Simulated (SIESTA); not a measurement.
## As in SIESTA: the effect of functional

As:

```
As
1.0
     2.70368    0.00000    0.00000
     0.00000    2.70368    0.00000
     0.00000    0.00000    2.70368
As
1
Cartesian
  1.3518 1.3518 1.3518
```

This isn't the form of As at room conditions, which is rhombohedral.

Alike in all runs:

- Program: SIESTA 5.4.2
- Task: relaxation of cell and atoms
- Basis: DZP (energy shift 0.003 Ry; two zetas on semicore shells)
- Grid cutoff: 500 Ry
- Energy shift: 0.003 Ry
- k mesh: 7 × 7 × 7
- Occupations: fermi-dirac, width 0.05 eV
- Spin: no spin polarisation

Each run relaxes the cell or the atoms first.

Task: One run gave: relaxed volume 22.86 Å³/atom. Which functional did it use?
A. BLYP
B. AM05
C. WC
D. revPBE
E. PBEsol

Result: A.

| functional | potentials or basis | relaxed volume (Å³/atom) |
| --- | --- | --- |
| LDA | PseudoDojo 0.4 standard (LDA files) | 19.76 |
| PBEsol | PseudoDojo 0.4 standard (PBEsol files) | 20.12 |
| AM05 | PseudoDojo 0.4 standard (PBEsol files) | 20.01 |
| WC | PseudoDojo 0.4 standard (PBEsol files) | 20.27 |
| PW91 | PseudoDojo 0.4 standard (PBE files) | 21.22 |
| revPBE | PseudoDojo 0.4 standard (PBE files) | 21.53 |
| RPBE | PseudoDojo 0.4 standard (PBE files) | 21.68 |
| BLYP | PseudoDojo 0.4 standard (PBE files) | 22.86 |

Caveats: the basis of atomic orbitals isn't converged, which shifts pressures, moduli and gaps; the potentials were made for another functional, which shifts forces and pressure (some runs); the relaxation stopped at its first step, so nothing moved (some runs); the volume moved by over 15 % at a fixed basis, so the end points are rough (some runs).

Runs at the PBE level aren't shown here.
